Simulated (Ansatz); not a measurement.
input.yaml (Ansatz)

```yaml
crystal:
  lattice:
    - [0.0, 1.7799496707, 1.7799496707]
    - [1.7799496707, 0.0, 1.7799496707]
    - [1.7799496707, 1.7799496707, 0.0]
  atoms:
    - { symbol: Cr, position: [0.0, 0.0, 0.0], spin: 1.5 }
hamiltonian:
  xc: blyp
  pseudopotentials:
    kind: paw
    azcp:
      Cr: "pseudopotentials/Cr.paw.azcp"
basis:
  ecutwfc: 420
  fft_grid_basis: typed
kpoints:
  mp_grid: { grid: [24, 24, 24], shift: [0, 0, 0] }
magnetization:
  spin_polarized: true
scf:
  occupations: { method: fermi_dirac, width: 0.05 }
output:
  stress: true
  write_density: true
  write_potential: true
  elf: true
  volumetric_format: npy
```

Output

```
Engine: ansatz 0.2.0, aarch64-unknown-linux-gnu
Pseudopotentials: kind: paw
Pseudopotential: Cr, paw, valence charge 14, recommended cutoff 420 eV (normal) 
Functional definition: BLYP
  parameter beta = 0.0042
  parameter a = 0.04918
  parameter b = 0.132
  parameter c = 0.2533
  parameter d = 0.349
  exchange = b88_x(beta = beta)
  correlation = lyp_c(a = a, b = b, c = c, d = d)
Crystal: 1 atoms, lattice volume = 11.279 Å³
Basis set: ecut = 420 eV, 229 PW (Γ), exchange–correlation on 36×36×36 points (8 copies of the dense FFT grid, shifted against one another)
Bands: 12, of which v1, the nominal top of the filled ones, is band 7 counted from 1 (6 counted from 0)
Symmetry: 48 space group operations
Space group: Fm-3m (ITA 225), of the structure as read, at distance tolerance 2.2e-5 Å
Magnetic group: BNS 225.116 (UNI 1618), of the structure as read, at distance tolerance 2.2e-5 Å
k-points: 413 of 13824
Non-local potential: Cr, projectors of the file, l = 0: 3, l = 1: 2, l = 2: 3, l = 3: 1
PAW form: soft (Blöchl's): semilocal exchange-correlation on the pseudo side does not see the compensation charge
PAW frozen core: Cr, regenerated for the run's functional, and the local potential with it (the file was generated under x = pbe(κ = 0.804, μ = 0.2195149727645171), c = pbe(β = 0.06672455060314922))
PAW one-centre angular grid: Cr, 590 points (default); XC on 64 Gauss nodes
Initial density: superposition of atomic densities (chi_scale 0.1, normalization cell)
Starting moments: Σ|m| = 1.5 μB on 1 of 1 site
Initial wavefunctions: pseudopotential atomic-orbital guess
Functional: x = b88, c = lyp
SCF iter   1: F=—  HF=-3386.512279 eV  |F-HF|=—  |Δ(HF+E_count)|=         —  Δρ=2.11e-1 (↑2.11e-1 ↓6.43e-2)  dr2=4.55e0  dr2_m=1.23e0  M=0.206 μB ∫|m|=0.206 μB  β_m=0.30  ethr=3.10e-3  ⟨swp⟩=4.0  Hψ=46500  notcnv=0
Mixer restart at iter 1: flushing history
SCF iter   2: F=—  HF=-3384.320334 eV  |F-HF|=—  |Δ(HF+E_count)|=    2.19e0  Δρ=8.50e-2 (↑8.50e-2 ↓6.29e-2)  dr2=1.87e-1  dr2_m=5.15e-1  M=0.254 μB ∫|m|=0.254 μB  β_m=0.36  ethr=3.10e-3  ⟨swp⟩=2.0  Hψ=26116  notcnv=0  defer=299
SCF iter   3: F=—  HF=-3384.167338 eV  |F-HF|=—  |Δ(HF+E_count)|=   1.53e-1  Δρ=4.58e-2 (↑4.39e-2 ↓4.58e-2)  dr2=1.64e-2  dr2_m=1.96e-1  M=0.189 μB ∫|m|=0.189 μB  β_m=0.64  ethr=1.33e-3  ⟨swp⟩=2.0  Hψ=15048  notcnv=0  defer=282
SCF iter   4: F=—  HF=-3384.154770 eV  |F-HF|=—  |Δ(HF+E_count)|=   1.26e-2  Δρ=5.58e-3 (↑4.54e-3 ↓5.58e-3)  dr2=1.27e-3  dr2_m=2.22e-3  M=0.025 μB ∫|m|=0.025 μB  β_m=0.82  ethr=1.17e-4  ⟨swp⟩=2.0  Hψ=18743  notcnv=0  defer=282
SCF iter   5: F=—  HF=-3384.153811 eV  |F-HF|=—  |Δ(HF+E_count)|=   9.60e-4  Δρ=6.14e-4 (↑6.07e-4 ↓6.14e-4)  dr2=6.63e-6  dr2_m=3.30e-5  M=-0.002 μB ∫|m|=0.002 μB  β_m=0.85  ethr=9.05e-6  ⟨swp⟩=2.6  Hψ=15714  notcnv=0  defer=282
SCF iter   6: F=—  HF=-3384.153846 eV  |F-HF|=—  |Δ(HF+E_count)|=   3.49e-5  Δρ=2.23e-4 (↑2.23e-4 ↓1.78e-4)  dr2=1.24e-5  dr2_m=1.43e-7  M=0.000 μB ∫|m|=0.000 μB  β_m=0.93  ethr=4.73e-8  ⟨swp⟩=2.0  Hψ=15741  notcnv=0  defer=282
SCF iter   7: F=—  HF=-3384.153846 eV  |F-HF|=—  |Δ(HF+E_count)|=   5.17e-7  Δρ=5.24e-5 (↑5.24e-5 ↓3.79e-5)  dr2=2.48e-8  dr2_m=2.09e-7  M=0.000 μB ∫|m|=0.000 μB  β_m=0.96  ethr=4.73e-8  ⟨swp⟩=2.5  Hψ=14875  notcnv=0  defer=282
SCF iter   8: F=—  HF=-3384.153846 eV  |F-HF|=—  |Δ(HF+E_count)|=   8.36e-9  Δρ=2.96e-6 (↑2.28e-6 ↓2.96e-6)  dr2=1.67e-9  dr2_m=2.60e-10  M=-0.000 μB ∫|m|=0.000 μB  β_m=0.98  ethr=1.77e-10  ⟨swp⟩=2.2  Hψ=13900  notcnv=0  defer=282
SCF iter   9: F=—  HF=-3384.153846 eV  |F-HF|=—  |Δ(HF+E_count)|=  8.07e-10  Δρ=5.05e-7 (↑2.66e-7 ↓5.05e-7)  dr2=6.81e-12  dr2_m=1.38e-11  M=-0.000 μB ∫|m|=0.000 μB  β_m=0.96  ethr=1.19e-11  ⟨swp⟩=2.5  Hψ=14143  notcnv=0  defer=282
SCF iter  10: F=-3384.153846 eV  HF=-3384.153846 eV  |F-HF|=1.36e-12  |Δ(HF+E_count)|=  3.18e-12  Δρ=3.91e-8 (↑3.28e-8 ↓3.91e-8)  dr2=3.99e-13  dr2_m=2.18e-14  M=-0.000 μB ∫|m|=0.000 μB  ethr=1.00e-12  ⟨swp⟩=4.2  Hψ=36336  notcnv=0
SCF 1 converged in 10 iterations: F = -3384.153846 eV  dr2 = 3.99e-13
WARN: the starting moments were not kept: the SCF closed with an absolute magnetisation of 2.2e-7 μB, where they sum to 1.5 μB in size (1 site). That is at most 0.1 of that sum. Measured as dr2_m measures the in/out step, that magnetisation stands 2.3e-14 eV from none, at or under the dr2_threshold of 1.0e-7 eV: it is no larger than a step whose dr2_m would equal this threshold. The system may hold no moment; this SCF shows only that its start led to no more than that. To try another start: raise the starting moments (crystal.atoms[].spin, magnetization.per_species, magnetization.initial_magnetization, or on a non-collinear deck that types none of these the spinor_matrix: blocks that start its atoms; where the total moment is fixed, keep their sum and leave initial_magnetization as it is; typed ones take the place of any that the run laid by itself, positive ones on a crystal's lanthanoids without a Hubbard term where scf.initial_density.shell_occupations: [] is typed) or, if the notice of its spin-set hold's release reads "site moments contracting" or "site moments show no strong build", lengthen the hold (scf.mixing.spin_hold: { on: { confirm: 4 } }; for m-r²SCAN on two components see the key's manual first). Each may lead to a state that holds a moment. A second SCF, from the converged charge density, with the starting moments and any scf.initial_density.shell_occupations laid on it anew, would have followed, and was not run: the deck does not ask for one (magnetization.retry_lost_moments is false, the default). To let it run, set magnetization.retry_lost_moments: true and run the deck again, where that key's refused combinations let it; where memory then withholds it, that run's warning says so.
SCF converged after 10 iterations
Magnetization: -0.0000 μB (7.0000 up, 7.0000 down)
Absolute magnetization: 0.0000 μB (∫|ρ↑−ρ↓|, with the PAW one-centre terms)
Spin contamination: 0.0000 ħ² per cell (⟨S²⟩ above its minimum at these occupations)
Per-site moments (μB) at R_I (Å): [(-1.6712105321288107e-7, 1.038356947916254)]
Free energy (F): -3384.153846 eV
Harris-Foulkes:  -3384.153846 eV  (|F-HF|=1.36e-12)
Internal energy: -3384.140161 eV  (E = F + TS)
E sigma→0 (E₀):  -3384.147004 eV
Entropy (-TS):   -0.013685 eV (-13.685 meV/atom)
Fermi energy:    20.190829 eV
--- Per-component energies (eV) ---
  E_band       = -127.413931
  E_kinetic    = 345.755651
  E_local      = -1161.502716  (includes V_loc(G=0)·N_el)
  E_nonlocal   = 80.088030
  E_hartree    = 512.694511
  E_xc         = -138.537118
  E_vxc        = -176.356402  (∫ρ·V_xc dr)
  E_paw        = -1205.187056  (= ΣΔE_a)
  E_vpaw       = -240.787811  (= ΣTr[D̂ρ^β])
  E_aug_tail   = 0.000323  (compensation charges beyond the density's cutoff)
  E_ewald      = -1817.466576
  E_core_change = 0.014790  (= ΣΔE_core)
  E_smearing   = -0.013685  (= −TS)
  E_closure    = 0.000000  (closes the sum)
  Σ components = -3384.153846   (vs F -3384.153846, Δ=0.00e0)
--- Stress (GPa, compression-positive) ---
       21.603114      -0.000000       0.000000
       -0.000000      21.603114       0.000000
        0.000000       0.000000      21.603114
  P = ⅓ Tr σ = 21.6031 GPa (216.031 kbar)
--- Band table (eV; the first three rows and the last of 826) ---
  k-point 0 ↑: bands = ["-51.1201", "-21.9576", "-21.9576", "-21.9576", "12.6904", "19.6863", "19.6863", "19.6863", "21.6171", "21.6171", "40.5425", "46.4448"]
  k-point 1 ↑: bands = ["-51.1164", "-21.9754", "-21.9599", "-21.9599", "12.7648", "19.6504", "19.7122", "19.7122", "21.6023", "21.6023", "40.5777", "45.7385"]
  k-point 2 ↑: bands = ["-51.1057", "-22.0275", "-21.9664", "-21.9664", "12.9841", "19.5490", "19.7843", "19.7843", "21.5640", "21.5640", "40.6375", "44.3240"]
  k-point 412 ↓: bands = ["-50.8318", "-22.6062", "-22.6062", "-22.3257", "17.1734", "18.5753", "18.5753", "21.3556", "23.2258", "30.7981", "30.7981", "33.0398"]
```
